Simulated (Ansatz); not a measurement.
Crystal: HgTe (Coloradoite).

```
Hg Te
1.0
     0.00000    3.21450    3.21450
     3.21450    0.00000    3.21450
     3.21450    3.21450    0.00000
Hg Te
1 1
Direct
  0.00000 0.00000 0.00000
  0.75000 0.75000 0.75000
```

Base run:

- Program: Ansatz 0.2.0
- Functional: RPBE
- Potentials or basis: Ansatz PAW
- Cutoff: 420 eV
- Density cutoff: 1680 eV
- k mesh: 7 × 7 × 7
- Occupations: fermi-dirac, width 0.05 eV
- Spin: no spin polarisation

Its results: band gap on the k mesh none (metal or under the smearing width); pressure 6.3 GPa.

Task: After a change of settings the same cell gave: band gap on the k mesh none (metal or under the smearing width); pressure 4.6 GPa. Which change was it?
A. functional from RPBE to SVWN5
B. functional from RPBE to PBE
C. functional from RPBE to LDA; potentials or basis from Ansatz PAW to JTH PAW LDA; cutoff from 420 eV to 870 eV; density cutoff from 1680 eV to 4350 eV; valence electrons from 36 to 18
D. functional from RPBE to PBE; k mesh from 7 × 7 × 7 to 3 × 3 × 3

Result: B.

PBE binds more tightly than RPBE, so the same cell stands under less pressure.

Caveats: the potentials were made for another functional, which shifts forces and pressure (some runs); the PAW data sets come from PBE, with cores solved anew for the run's functional, which leaves a small shift of forces and pressure (some runs).

Not every run made on this cell is shown here.
